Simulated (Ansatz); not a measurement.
**MoSe (rocksalt): response to moved atoms and strain**

How does MoSe (rocksalt) push back when it is distorted? Each run changes the relaxed cell in one way. This structure was made by substitution into a known type, so it needn't be the compound's stable form.

Computed with Ansatz 0.2.0 (DFT PBEsol, scalar-relativistic, plane waves, PAW, unless a step's input says otherwise).

## 1. The starting structure

Symmetry: Fm-3m, No. 225, cubic system. Conventional cell: a = 5.151 Å, b = 5.151 Å, c = 5.151 Å, α = 90.00°, β = 90.00°, γ = 90.00°. Mo (site symmetry m-3m) is surrounded by 6 Se at 2.58 Å. Around Se (site symmetry m-3m) lie 6 Mo at 2.58 Å.

Coordinates:

```
CELL_PARAMETERS angstrom
0.00000 2.57536 2.57536
2.57536 0.00000 2.57536
2.57536 2.57536 0.00000
ATOMIC_POSITIONS crystal
Mo 0.50000 0.50000 0.50000
Se 0.00000 0.00000 0.00000
```

An earlier run at PBEsol left this cell at 17.081 Å³/atom and 0.00 GPa (10×10×10 mesh).

The changes: atom 1 (Mo) moved 0.02 Å along x; strain e4 = -0.02, atoms carried along.

## 2. Atom 1 (Mo) moved 0.02 Å along x

input.yaml reads:

```yaml
crystal:
  lattice:
    - [0.0, 2.575360546, 2.575360546]
    - [2.575360546, 0.0, 2.575360546]
    - [2.575360546, 2.575360546, 0.0]
  atoms:
    - { symbol: Mo, position: [0.4961170485, 0.5038829515, 0.5038829515], spin: 0.24 }
    - { symbol: Se, position: [0.0, 0.0, 0.0] }
basis:
  ecutwfc: 420
  ecutrho_ratio: 4
kpoints:
  mp_grid: { grid: [10, 10, 10] }
hamiltonian:
  xc: pbesol
scf:
  occupations: { method: gaussian, width: 0.05 }
  lower_state_search: "off"
output:
  forces: true
  stress: true
  eigenvalues: true
  populations: true
magnetization:
  spin_polarized: true
checkpoint:
  read: start.run
  write: ck
  compress: false
  write_wavefunctions: false
  write_every: 100000
```

start.run holds the converged state of the cell before the atoms were moved.

Output:

```text
Warning: checkpoint.read: the run can stay near the saved state's solution: 1 site(s) moved relative to the saved geometry (max |Δs| = 3.883e-3 fractional); the SCF starts from the saved state under `checkpoint.density_extrapolation: transplant`, in force with no word given. A run without `checkpoint.read` takes nothing of the state. A lower free energy from it at the same positions (and U, V and field ramp, if any), with starting moments typed, shows a solution that this start missed, and an equal or higher one rules none out (checkpoint.read, Limitations, in the input reference)
Warning: RAYON_NUM_THREADS=4 ignored (pool sized by the plan → 4); use --threads N
Engine: ansatz 0.2.0, aarch64-unknown-linux-gnu
Pseudopotentials: kind: paw
Pseudopotential: Mo, paw, valence charge 14, recommended cutoff 420 eV (normal), Mo.paw.azcp
Pseudopotential: Se, paw, valence charge 16, recommended cutoff 420 eV (normal), Se.paw.azcp
Functional definition: PBEsol
  exchange = pbesol_x
  correlation = pbesol_c
Crystal: 2 atoms, lattice volume = 34.162 Å³
Basis set: ecut = 420 eV, 645 PW (Γ), exchange–correlation on 50×50×50 points (8 copies of the dense FFT grid, shifted against one another)
Bands: 20, of which v1, the nominal top of the filled ones, is band 15 counted from 1 (14 counted from 0)
Symmetry: 8 space group operations
Space group: I4mm (ITA 107), of the structure as read, at distance tolerance 3.2e-5 Å
Magnetic group: BNS 107.227 (UNI 887), of the structure as read, at distance tolerance 3.2e-5 Å
k-points: 102 of 1000 (time reversal used)
Non-local potential: Mo, projectors of the file, l = 0: 3, l = 1: 2, l = 2: 2, l = 3: 1
Non-local potential: Se, projectors of the file, l = 0: 2, l = 1: 2, l = 2: 3, l = 3: 1
PAW form: soft (Blöchl's): semilocal exchange-correlation on the pseudo side does not see the compensation charge
PAW frozen core: Mo, regenerated for the run's functional, and the local potential with it (the file was generated under x = pbe(κ = 0.804, μ = 0.2195149727645171), c = pbe(β = 0.06672455060314922))
PAW frozen core: Se, regenerated for the run's functional, and the local potential with it (the file was generated under x = pbe(κ = 0.804, μ = 0.2195149727645171), c = pbe(β = 0.06672455060314922))
PAW one-centre angular grid: Mo, 590 points (default); XC on 64 Gauss nodes
PAW one-centre angular grid: Se, 590 points (default); XC on 64 Gauss nodes
Initial density: read from a saved state, or passed on in memory by an earlier SCF of this step, an earlier step, the calling program or the single point that the run made first, carried with its atoms to this geometry
Starting moments: Σ|m| = 0.24 μB on 1 of 2 sites; this step starts from the density that it was given
Initial wavefunctions: pseudopotential atomic-orbital guess
Functional: x = pbesol(κ = 0.804, μ = 0.12345679012345678), c = pbesol(β = 0.046)
iter 1 solved again at ethr=1.95e-6 eV; its pass at ethr=3.10e-3 eV (dr2=5.84e-4 eV) is discarded
SCF iter   1: F=—  HF=-10320.640799 eV  |F-HF|=—  |Δ(HF+E_count)|=         —  Δρ=9.41e-4 (↑9.41e-4 ↓7.92e-4)  dr2=5.87e-4  dr2_m=1.96e-5  M=0.278 μB ∫|m|=0.278 μB  β_m=0.30  ethr=1.95e-6  ⟨swp⟩=2.7  Hψ=27254  notcnv=0
preconditioner: auto → Kerker (q_TF=auto, 2.670 Å⁻¹)  [metal: Δε(μ)=0.008 eV  Ē_g=9.172 eV  σ=0.050 eV  W_gap=0.09  n_scr=14 (ndim 8)  ℏωp=22.0 eV  f_vac=0.000  D(μ)=3.22/eV (n_scr^D=50)]
spin=Collinear: Kerker preconditioning applied to the charge; magnetization (m = ρ↑ − ρ↓) channel mixes plain (no charge-response kernel on spin).
SCF iter   2: F=—  HF=-10320.640748 eV  |F-HF|=—  |Δ(HF+E_count)|=   5.02e-5  Δρ=7.08e-4 (↑7.08e-4 ↓6.04e-4)  dr2=3.45e-4  dr2_m=1.17e-5  M=0.277 μB ∫|m|=0.277 μB  β_m=0.65  ethr=1.95e-6  ⟨swp⟩=1.0  Hψ=4080  notcnv=0
SCF iter   3: F=—  HF=-10320.640675 eV  |F-HF|=—  |Δ(HF+E_count)|=   7.33e-5  Δρ=8.63e-5 (↑8.63e-5 ↓8.44e-5)  dr2=2.16e-6  dr2_m=1.47e-6  M=0.273 μB ∫|m|=0.274 μB  β_m=0.82  ethr=1.15e-6  ⟨swp⟩=2.0  Hψ=5119  notcnv=0
SCF iter   4: F=—  HF=-10320.640677 eV  |F-HF|=—  |Δ(HF+E_count)|=   1.97e-6  Δρ=5.62e-5 (↑5.62e-5 ↓5.47e-5)  dr2=1.05e-7  dr2_m=9.12e-7  M=0.271 μB ∫|m|=0.271 μB  β_m=0.91  ethr=7.21e-9  ⟨swp⟩=2.0  Hψ=7018  notcnv=0
SCF iter   5: F=—  HF=-10320.640678 eV  |F-HF|=—  |Δ(HF+E_count)|=   1.24e-6  Δρ=5.24e-5 (↑4.26e-5 ↓5.24e-5)  dr2=1.72e-7  dr2_m=6.91e-7  M=0.269 μB ∫|m|=0.269 μB  β_m=0.96  ethr=3.33e-10  ⟨swp⟩=5.0  Hψ=17760  notcnv=0
SCF iter   6: F=—  HF=-10320.640679 eV  |F-HF|=—  |Δ(HF+E_count)|=   1.17e-6  Δρ=3.56e-5 (↑3.56e-5 ↓3.22e-5)  dr2=2.90e-8  dr2_m=3.50e-7  M=0.267 μB ∫|m|=0.267 μB  β_m=0.88  ethr=3.33e-10  ⟨swp⟩=2.2  Hψ=15203  notcnv=0
iter 7 did not close the SCF: its close was put off for a magnetic moment that had not settled (scf_convergence_deferred on its scf_iter line)
SCF iter   7: F=-10320.640681 eV  HF=-10320.640681 eV  |F-HF|=1.67e-8  |Δ(HF+E_count)|=   1.49e-6  Δρ=1.63e-5 (↑1.18e-5 ↓1.63e-5)  dr2=3.52e-8  dr2_m=5.66e-8  M=0.262 μB ∫|m|=0.262 μB  β_m=0.99  ethr=9.67e-11  ⟨swp⟩=5.6  Hψ=17949  notcnv=0
iter 8 did not close the SCF: its close was put off for a magnetic moment that had not settled (scf_convergence_deferred on its scf_iter line)
SCF iter   8: F=-10320.640681 eV  HF=-10320.640681 eV  |F-HF|=2.79e-9  |Δ(HF+E_count)|=   2.71e-7  Δρ=3.90e-6 (↑3.90e-6 ↓2.73e-6)  dr2=7.01e-9  dr2_m=1.86e-9  M=0.259 μB ∫|m|=0.260 μB  β_m=0.99  ethr=9.67e-11  ⟨swp⟩=2.0  Hψ=15277  notcnv=0
iter 9 did not close the SCF: its close was put off for a magnetic moment that had not settled (scf_convergence_deferred on its scf_iter line)
SCF iter   9: F=-10320.640681 eV  HF=-10320.640681 eV  |F-HF|=4.73e-11  |Δ(HF+E_count)|=   7.58e-9  Δρ=1.22e-6 (↑9.59e-7 ↓1.22e-6)  dr2=3.92e-10  dr2_m=2.45e-10  M=0.259 μB ∫|m|=0.259 μB  β_m=1.00  ethr=2.34e-11  ⟨swp⟩=1.1  Hψ=12121  notcnv=0
SCF iter  10: F=-10320.640681 eV  HF=-10320.640681 eV  |F-HF|=4.37e-11  |Δ(HF+E_count)|=  5.28e-10  Δρ=4.28e-7 (↑3.93e-7 ↓4.28e-7)  dr2=1.56e-11  dr2_m=4.60e-11  M=0.259 μB ∫|m|=0.259 μB  ethr=1.31e-12  ⟨swp⟩=1.0  Hψ=12092  notcnv=0
SCF 1 converged in 10 iterations: F = -10320.640681 eV  dr2 = 1.56e-11
SCF converged after 10 iterations
Magnetization: 0.2587 μB (15.1293 up, 14.8707 down)
Absolute magnetization: 0.2590 μB (∫|ρ↑−ρ↓|, with the PAW one-centre terms)
Spin contamination: 0.0006 ħ² per cell (⟨S²⟩ above its minimum at these occupations)
Per-site moments (μB) at R_I (Å): [(0.19616181866981808, 1.0540862251465166), (0.005374406404714186, 1.0540862251465166)]
Free energy (F): -10320.640681 eV
Harris-Foulkes:  -10320.640681 eV  (|F-HF|=4.37e-11)
Internal energy: -10320.636529 eV  (E = F + TS)
E sigma→0 (E₀):  -10320.638605 eV
Entropy (-TS):   -0.004153 eV (-2.076 meV/atom)
Fermi energy:    17.305916 eV
--- Per-component energies (eV) ---
  E_band       = -376.534278
  E_kinetic    = 564.560139
  E_local      = -2887.654858  (includes V_loc(G=0)·N_el)
  E_nonlocal   = -443.367591
  E_hartree    = 1323.961355
  E_xc         = -286.175773
  E_vxc        = -327.293224  (∫ρ·V_xc dr)
  E_paw        = -5014.036205  (= ΣΔE_a)
  E_vpaw       = 69.299079  (= ΣTr[D̂ρ^β])
  E_aug_tail   = -0.000520  (compensation charges beyond the density's cutoff)
  E_ewald      = -3579.140826
  E_core_change = 1.217750  (= ΣΔE_core)
  E_smearing   = -0.004153  (= −TS)
  E_closure    = -0.000000  (closes the sum)
  Σ components = -10320.640681   (vs F -10320.640681, Δ=0.00e0)
--- Forces (eV/Å), atoms counted from 1 ---
  atom   1  Mo    -0.01959689    -0.00000000     0.00000000
  atom   2  Se     0.01959713    -0.00000000     0.00000000
  max |Σ_I F_I| component: 2.32e-7 eV/Å
--- Stress (GPa, compression-positive) ---
        0.106598       0.000000       0.000000
        0.000000      -0.062760      -0.000000
        0.000000      -0.000000      -0.062760
  P = ⅓ Tr σ = -0.0063 GPa (-0.063 kbar)
--- Band table (eV; the first three rows and the last of 204) ---
  k-point 0 ↑: bands = ["-43.9332", "-31.9997", "-31.9997", "-31.9838", "-31.9838", "-31.9838", "-18.0778", "-18.0778", "-18.0774", "1.0487", "14.9564", "14.9564", "14.9814", "15.1159", "15.1704", "15.1704", "15.5630", "15.5937", "20.2277", "25.1202"]
  k-point 1 ↑: bands = ["-43.9322", "-31.9998", "-31.9998", "-31.9838", "-31.9837", "-31.9837", "-18.0917", "-18.0786", "-18.0784", "1.1799", "13.6922", "13.9194", "13.9326", "15.3128", "15.3148", "15.7896", "16.8011", "16.8087", "20.9598", "25.3242"]
  k-point 2 ↑: bands = ["-43.9298", "-32.0001", "-32.0000", "-31.9837", "-31.9835", "-31.9835", "-18.1283", "-18.0808", "-18.0805", "1.5483", "12.0781", "12.8803", "12.8829", "15.7146", "15.7152", "16.1900", "18.4260", "18.4297", "22.2454", "25.3687"]
  k-point 101 ↓: bands = ["-43.7737", "-31.9988", "-31.9970", "-31.9829", "-31.9822", "-31.9814", "-18.0126", "-17.9905", "-17.9673", "2.5704", "11.1401", "11.5121", "11.6089", "16.2728", "17.3767", "17.8663", "17.9786", "18.5019", "23.9461", "25.9927"]
--- Löwdin populations: 2 sites ---
  site symbol       q [e]    m [muB]
     0     Mo     13.9536     0.2539
     1     Se     15.9246     0.0045
  spilling = 0.004062 (of n_electrons = 30.000000)
```

Wall time 9.6 s (4 threads of an Arm CPU, shared host); peak memory 0.45 GiB.

Read off: volume 17.081 Å³/atom, pressure -0.01 GPa, no gap, moments in the atoms' spheres Mo 0.20 μB.

## 3. Strain e4 = -0.02, atoms carried along

input.yaml reads:

```yaml
crystal:
  lattice:
    - [0.0, 2.5496069405, 2.5496069405]
    - [2.575360546, -0.0257536055, 2.575360546]
    - [2.575360546, 2.575360546, -0.0257536055]
  atoms:
    - { symbol: Mo, position: [0.5, 0.5, 0.5], spin: 0.24 }
    - { symbol: Se, position: [0.0, 0.0, 0.0] }
basis:
  ecutwfc: 420
  ecutrho_ratio: 4
kpoints:
  mp_grid: { grid: [10, 10, 10] }
hamiltonian:
  xc: pbesol
scf:
  occupations: { method: gaussian, width: 0.05 }
output:
  forces: true
  stress: true
  eigenvalues: true
  populations: true
magnetization:
  spin_polarized: true
```

Output:

```text
Warning: RAYON_NUM_THREADS=4 ignored (pool sized by the plan → 4); use --threads N
[... 7 set-up lines as earlier in the session ...]
Crystal: 2 atoms, lattice volume = 34.159 Å³
Basis set: ecut = 420 eV, 657 PW (Γ), exchange–correlation on 50×50×50 points (8 copies of the dense FFT grid, shifted against one another)
Bands: 20, of which v1, the nominal top of the filled ones, is band 15 counted from 1 (14 counted from 0)
[... 1 set-up line as earlier in the session ...]
Space group: Immm (ITA 71), of the structure as read, at distance tolerance 3.2e-5 Å
Magnetic group: BNS 71.533 (UNI 631), of the structure as read, at distance tolerance 3.2e-5 Å
k-points: 171 of 1000
[... 7 set-up lines as earlier in the session ...]
Initial density: superposition of atomic densities (chi_scale 0.1, normalization cell)
Starting moments: Σ|m| = 0.24 μB on 1 of 2 sites
[... 2 set-up lines as earlier in the session ...]
SCF iter   1: F=—  HF=-10321.278151 eV  |F-HF|=—  |Δ(HF+E_count)|=         —  Δρ=2.90e-2 (↑2.90e-2 ↓2.64e-2)  dr2=1.56e0  dr2_m=1.07e-3  M=0.168 μB ∫|m|=0.169 μB  β_m=0.30  ethr=3.10e-3  ⟨swp⟩=5.6  Hψ=31122  notcnv=0
Mixer restart at iter 1: flushing history
preconditioner: auto → Kerker (q_TF=auto, 2.670 Å⁻¹)  [metal: Δε(μ)=0.001 eV  Ē_g=9.464 eV  σ=0.050 eV  W_gap=0.01  n_scr=14 (ndim 8)  ℏωp=22.0 eV  f_vac=0.000  D(μ)=3.03/eV (n_scr^D=26)]
spin=Collinear: Kerker preconditioning applied to the charge; magnetization (m = ρ↑ − ρ↓) channel mixes plain (no charge-response kernel on spin).
SCF iter   2: F=—  HF=-10320.895581 eV  |F-HF|=—  |Δ(HF+E_count)|=   3.83e-1  Δρ=1.89e-2 (↑1.89e-2 ↓1.85e-2)  dr2=6.87e-1  dr2_m=1.85e-4  M=0.200 μB ∫|m|=0.200 μB  β_m=0.58  ethr=3.10e-3  ⟨swp⟩=2.0  Hψ=10934  notcnv=0  defer=245
SCF iter   3: F=—  HF=-10320.609781 eV  |F-HF|=—  |Δ(HF+E_count)|=   2.86e-1  Δρ=4.05e-3 (↑4.05e-3 ↓3.65e-3)  dr2=9.28e-3  dr2_m=1.68e-4  M=0.236 μB ∫|m|=0.236 μB  β_m=0.70  ethr=2.29e-3  ⟨swp⟩=2.1  Hψ=9930  notcnv=0  defer=245
SCF iter   4: F=—  HF=-10320.640999 eV  |F-HF|=—  |Δ(HF+E_count)|=   3.12e-2  Δρ=1.50e-3 (↑1.50e-3 ↓1.45e-3)  dr2=2.96e-3  dr2_m=9.06e-6  M=0.225 μB ∫|m|=0.225 μB  β_m=0.71  ethr=3.09e-5  ⟨swp⟩=2.0  Hψ=13985  notcnv=0  defer=241
SCF iter   5: F=—  HF=-10320.644284 eV  |F-HF|=—  |Δ(HF+E_count)|=   3.29e-3  Δρ=4.56e-4 (↑4.55e-4 ↓4.56e-4)  dr2=3.15e-4  dr2_m=1.06e-6  M=0.221 μB ∫|m|=0.222 μB  β_m=0.86  ethr=9.85e-6  ⟨swp⟩=2.0  Hψ=13004  notcnv=0  defer=246
SCF iter   6: F=—  HF=-10320.644202 eV  |F-HF|=—  |Δ(HF+E_count)|=   8.16e-5  Δρ=8.23e-5 (↑7.85e-5 ↓8.23e-5)  dr2=7.77e-6  dr2_m=6.54e-8  M=0.222 μB ∫|m|=0.222 μB  β_m=0.91  ethr=1.05e-6  ⟨swp⟩=2.1  Hψ=9207  notcnv=0  defer=246
SCF iter   7: F=—  HF=-10320.644201 eV  |F-HF|=—  |Δ(HF+E_count)|=   9.50e-7  Δρ=4.83e-5 (↑3.10e-5 ↓4.83e-5)  dr2=2.22e-6  dr2_m=1.03e-7  M=0.222 μB ∫|m|=0.223 μB  β_m=0.95  ethr=2.59e-8  ⟨swp⟩=2.2  Hψ=10656  notcnv=0  defer=246
SCF iter   8: F=—  HF=-10320.644203 eV  |F-HF|=—  |Δ(HF+E_count)|=   1.14e-6  Δρ=2.06e-5 (↑1.10e-5 ↓2.06e-5)  dr2=1.08e-7  dr2_m=6.76e-8  M=0.223 μB ∫|m|=0.223 μB  β_m=0.98  ethr=7.38e-9  ⟨swp⟩=2.0  Hψ=8562  notcnv=0  defer=246
SCF iter   9: F=—  HF=-10320.644203 eV  |F-HF|=—  |Δ(HF+E_count)|=   2.49e-8  Δρ=6.46e-6 (↑6.46e-6 ↓6.04e-6)  dr2=1.41e-9  dr2_m=1.16e-8  M=0.223 μB ∫|m|=0.224 μB  β_m=0.99  ethr=3.60e-10  ⟨swp⟩=2.0  Hψ=9902  notcnv=0  defer=246
SCF iter  10: F=—  HF=-10320.644203 eV  |F-HF|=—  |Δ(HF+E_count)|=   4.45e-9  Δρ=2.89e-6 (↑2.36e-6 ↓2.89e-6)  dr2=9.45e-10  dr2_m=1.95e-9  M=0.224 μB ∫|m|=0.224 μB  β_m=0.99  ethr=4.71e-12  ⟨swp⟩=2.4  Hψ=12188  notcnv=0  defer=246
SCF iter  11: F=—  HF=-10320.644203 eV  |F-HF|=—  |Δ(HF+E_count)|=  5.38e-10  Δρ=3.90e-7 (↑3.83e-7 ↓3.90e-7)  dr2=6.40e-11  dr2_m=1.54e-11  M=0.224 μB ∫|m|=0.224 μB  β_m=1.00  ethr=3.15e-12  ⟨swp⟩=2.3  Hψ=12158  notcnv=0  defer=246
SCF iter  12: F=-10320.644203 eV  HF=-10320.644203 eV  |F-HF|=1.09e-11  |Δ(HF+E_count)|=  8.91e-11  Δρ=1.04e-7 (↑1.04e-7 ↓1.03e-7)  dr2=1.32e-11  dr2_m=1.38e-13  M=0.224 μB ∫|m|=0.224 μB  ethr=1.00e-12  ⟨swp⟩=4.5  Hψ=21996  notcnv=0
SCF 1 converged in 12 iterations: F = -10320.644203 eV  dr2 = 1.32e-11
Initial density: read from a saved state, or passed on in memory by an earlier SCF of this step, an earlier step, the calling program or the single point that the run made first
Starting moments: Σ|m| = 0.24 μB on 1 of 2 sites; this step starts from the density that it was given
Initial wavefunctions: those read from a saved state, or passed on in memory by an earlier step or the calling program
iter 1 solved again at ethr=1.00e-12 eV; its pass at ethr=3.33e-6 eV (dr2=1.32e-11 eV) is discarded
SCF iter   1: F=—  HF=-10320.644203 eV  |F-HF|=—  |Δ(HF+E_count)|=         —  Δρ=1.04e-7 (↑1.04e-7 ↓1.02e-7)  dr2=1.32e-11  dr2_m=1.39e-13  M=0.224 μB ∫|m|=0.224 μB  ethr=1.00e-12  ⟨swp⟩=1.0  Hψ=38326  notcnv=0
preconditioner: auto → Kerker (q_TF=auto, 2.670 Å⁻¹)  [metal: Δε(μ)=0.002 eV  Ē_g=9.170 eV  σ=0.050 eV  W_gap=0.02  n_scr=14 (ndim 8)  ℏωp=22.0 eV  f_vac=0.000  D(μ)=3.02/eV (n_scr^D=26)]
spin=Collinear: Kerker preconditioning applied to the charge; magnetization (m = ρ↑ − ρ↓) channel mixes plain (no charge-response kernel on spin).
SCF iter   2: F=—  HF=-10320.593718 eV  |F-HF|=—  |Δ(HF+E_count)|=   5.05e-2  Δρ=9.90e-3 (↑9.90e-3 ↓6.52e-3)  dr2=8.32e-3  dr2_m=2.03e-2  M=1.210 μB ∫|m|=1.221 μB  ethr=3.33e-6  ⟨swp⟩=1.0  Hψ=38547  notcnv=0
SCF iter   3: F=—  HF=-10320.628692 eV  |F-HF|=—  |Δ(HF+E_count)|=   3.50e-2  Δρ=4.32e-3 (↑3.38e-3 ↓4.32e-3)  dr2=1.04e-3  dr2_m=4.52e-3  M=0.736 μB ∫|m|=0.742 μB  ethr=3.33e-6  ⟨swp⟩=1.0  Hψ=21574  notcnv=0
SCF iter   4: F=—  HF=-10320.644113 eV  |F-HF|=—  |Δ(HF+E_count)|=   1.54e-2  Δρ=2.89e-4 (↑2.89e-4 ↓2.63e-4)  dr2=5.66e-6  dr2_m=2.22e-5  M=0.273 μB ∫|m|=0.274 μB  ethr=3.33e-6  ⟨swp⟩=1.0  Hψ=15747  notcnv=0
an SCF towards Hund's moment on open shells that bore less, with the run's symmetry operations kept, reached no lower state that the run goes on to. This is no proof of a minimum
the search or the solves at the SCF's close seem to have found levels that the self-consistency loop had missed (the run counts 1). By its estimate they hold under 1e-12 electrons; where the run keeps them, the occupations were computed again with them
SCF converged after 12 iterations
Magnetization: 0.2240 μB (15.1120 up, 14.8880 down)
Absolute magnetization: 0.2243 μB (∫|ρ↑−ρ↓|, with the PAW one-centre terms)
Spin contamination: 0.0005 ħ² per cell (⟨S²⟩ above its minimum at these occupations)
Per-site moments (μB) at R_I (Å): [(0.17072785498920778, 1.0623362252250002), (0.005426418611957915, 1.0623362252250002)]
Free energy (F): -10320.644203 eV
Harris-Foulkes:  -10320.644203 eV  (|F-HF|=1.09e-11)
Internal energy: -10320.640423 eV  (E = F + TS)
E sigma→0 (E₀):  -10320.642313 eV
Entropy (-TS):   -0.003780 eV (-1.890 meV/atom)
Fermi energy:    17.304084 eV
--- Per-component energies (eV) ---
  E_band       = -376.486172
  E_kinetic    = 564.546096
  E_local      = -2887.138713  (includes V_loc(G=0)·N_el)
  E_nonlocal   = -443.371623
  E_hartree    = 1323.733216
  E_xc         = -286.170534
  E_vxc        = -327.286579  (∫ρ·V_xc dr)
  E_paw        = -5014.035365  (= ΣΔE_a)
  E_vpaw       = 69.298761  (= ΣTr[D̂ρ^β])
  E_aug_tail   = -0.000530  (compensation charges beyond the density's cutoff)
  E_ewald      = -3579.420719
  E_core_change = 1.217750  (= ΣΔE_core)
  E_smearing   = -0.003780  (= −TS)
  E_closure    = -0.000000  (closes the sum)
  Σ components = -10320.644203   (vs F -10320.644203, Δ=0.00e0)
--- Forces (eV/Å), atoms counted from 1 ---
  atom   1  Mo     0.00000000     0.00000000    -0.00000000
  atom   2  Se    -0.00000000    -0.00000000     0.00000000
  max |Σ_I F_I| component: 2.21e-29 eV/Å
--- Stress (GPa, compression-positive) ---
       -0.079719       0.000000       0.000000
        0.000000      -0.089081      -1.499939
        0.000000      -1.499939      -0.089081
  P = ⅓ Tr σ = -0.0860 GPa (-0.860 kbar)
--- Band table (eV; the first three rows and the last of 342) ---
  k-point 0 ↑: bands = ["-43.9203", "-31.9998", "-31.9996", "-31.9840", "-31.9838", "-31.9838", "-18.0669", "-18.0649", "-18.0593", "1.0502", "14.9311", "15.0091", "15.0464", "15.0976", "15.1265", "15.2109", "15.5759", "15.5773", "20.2367", "25.1305"]
  k-point 1 ↑: bands = ["-43.9194", "-31.9999", "-31.9997", "-31.9839", "-31.9837", "-31.9837", "-18.0769", "-18.0658", "-18.0638", "1.1797", "13.6526", "13.9051", "14.0032", "15.3155", "15.3971", "15.7778", "16.7791", "16.8264", "20.9522", "25.3238"]
  k-point 2 ↑: bands = ["-43.9171", "-32.0001", "-31.9999", "-31.9838", "-31.9836", "-31.9835", "-18.1120", "-18.0680", "-18.0662", "1.5431", "12.0408", "12.8721", "12.9738", "15.7077", "15.7911", "16.1986", "18.4006", "18.4350", "22.2240", "25.3450"]
  k-point 170 ↓: bands = ["-43.7811", "-31.9990", "-31.9972", "-31.9827", "-31.9825", "-31.9815", "-18.0232", "-17.9988", "-17.9680", "2.6227", "10.7553", "11.3907", "11.7008", "16.7611", "16.8395", "18.0198", "18.4050", "18.6807", "24.5032", "25.2321"]
--- Löwdin populations: 2 sites ---
  site symbol       q [e]    m [muB]
     0     Mo     13.9540     0.2190
     1     Se     15.9243     0.0048
  spilling = 0.004058 (of n_electrons = 30.000000)
```

Wall time 30 s (4 threads of an Arm CPU, shared host); peak memory 0.88 GiB.

In short: volume 17.079 Å³/atom, pressure -0.09 GPa, metallic, moments in the atoms' spheres Mo 0.17 μB.

## 4. The distortions side by side

| change | change of free energy (meV/atom) | largest force (eV/Å) | largest change of stress (GPa) |
| --- | --- | --- | --- |
| atom 1 (Mo) moved 0.02 Å along x | 0.08 | 0.020 | 0.11 |
| strain e4 = -0.02, atoms carried along | -1.68 | 0.000 | 1.50 |

Moving atom 1 by 0.02 Å meets a restoring force of 0.020 eV/Å along the move, a force constant of about 1.0 eV/Å². Under e4 = -0.02 the matching stress changes by -1.50 GPa (compression positive), while the largest change is -1.50 GPa in component yz. The stress drives this strain further, which points to an instability. A distortion lowers the energy, so the starting cell or its electronic state is no minimum.
